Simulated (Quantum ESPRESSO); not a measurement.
**CdTe in Quantum ESPRESSO: convergence with density cutoff**

Crystal: CdTe.

```
CELL_PARAMETERS angstrom
0.00000 3.20500 3.20500
3.20500 0.00000 3.20500
3.20500 3.20500 0.00000
ATOMIC_POSITIONS crystal
Te 0.75000 0.75000 0.75000
Cd 0.00000 0.00000 0.00000
```

```yaml
Program: Quantum ESPRESSO 7.5
Task: single point
Functional: PBE
Potentials_or_basis: SSSP 1.3 efficiency PBE
Cutoff: 816 eV
Density_cutoff: 3265 eV
k_mesh: 7 × 7 × 7
Occupations: fermi-dirac, width 0.05 eV
Spin: no spin polarisation
```

These are the settings of the first run; the series varies density cutoff, with any setting tied to it.

Hardware: 1 thread of Arm Neoverse V1 (shared host).

```
density cutoff  energy less the tightest run, at zero smearing (meV/atom)  SCF cycles  CPU time (s)  peak memory (GiB)
        240 Ry                                                      -0.25           9            26               0.14
        300 Ry                                                      -0.13           9            28               0.18
        360 Ry                                                      -0.04           9            30               0.22
        420 Ry                                                      -0.01           9            32               0.27
        480 Ry                                                       0.00           9            36               0.32
        600 Ry                                                       0.00           9            41               0.43
        720 Ry                                                       0.00          10            50               0.55
        960 Ry                                                       0.00          11            71               0.79
```

Against the tightest run, the energy stays within 1 meV/atom from 240 Ry on. The tightest run that finished is the yardstick and may itself not be fully converged.
